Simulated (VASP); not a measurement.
Input of a VASP 6.6.1 run:

The input INCAR:

```
PREC = Accurate
ENCUT = 520
EDIFF = 1E-6
ISMEAR = 0
SIGMA = 0.02
LREAL = F
LASPH = T
NELM = 100
ALGO = Normal
ISIF = 2
LWAVE = F
LCHARG = F
LDIPOL = T
IDIPOL = 3
DIPOL = 0.5 0.5 0.250
GGA = PE
NBANDS = 20
```

Contents of KPOINTS:

```
Automatic mesh
0
Gamma
  12 12 1
```

Contents of POSCAR:

```
Al2O3
1.0
    2.8875300714     -0.0000001974      0.0000000000
   -1.4437648647      2.5006744947      0.0000000000
    0.0000000000      0.0000000000     32.0351156471
Al O
2 3
Direct
    0.3333333333      0.6666666667      0.2927005516
    0.6666666667      0.3333333333      0.2067513678
    0.0000000000      1.0000000000      0.2497259597
    0.3333333333      0.6666666667      0.1854823252
    0.6666666667      0.3333333333      0.3139695942
```

Potentials or basis: VASP PAW PBE potentials, release 64 (Al, O).

Command:

```console
$ cat potpaw_PBE.64/Al/POTCAR potpaw_PBE.64/O/POTCAR > POTCAR
$ mpirun -np 1 vasp_std > vasp.out
```

Predict the largest force.

0.039 eV/Å.

What does it give for the band gap on the k mesh?

5.07 eV, indirect (least direct gap 5.32 eV).

Forces in eV/Å, atoms in the order of the input:
```
Al   0.000  0.000  0.039
Al   0.000  0.000 -0.039
O    0.000  0.000  0.000
O    0.000  0.000  0.029
O    0.000  0.000 -0.029
```
